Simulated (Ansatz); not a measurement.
CsCl:
```
CsCl
1.0
    3.96942     0.00000     0.00000
    0.00000     3.96942     0.00000
    0.00000     0.00000     3.96942
Cs Cl
1 1
Cartesian
  0.00000   0.00000   0.00000
  1.98471   1.98471   1.98471
```

Relaxed with LDA.

**Question.** Give the optical modes at the zone centre with their infrared and Raman activity from DFPT, LDA (plane waves, PAW; program Ansatz).

**Answer.** Transverse frequencies, without the LO–TO term; a row sums one degenerate level.

```tsv
ω (cm⁻¹)	degeneracy	IR ((D/Å)²/amu)	Raman (Å⁴/amu)	activity	symmetry
111	3	4.52	0	IR	T1u
```

**Question.** How high does the top mode go among those that the LO–TO term moves?

**Answer.** 169 cm⁻¹ for q along x.

Space group Pm-3m (CsCl type). The LDA relaxation kept the symmetry of its start; phonons on a q-mesh show no instability. Scalar-relativistic: spin–orbit coupling is off unless named, which matters more the heavier the elements.

Potentials: the later of the program's two PAW sets.
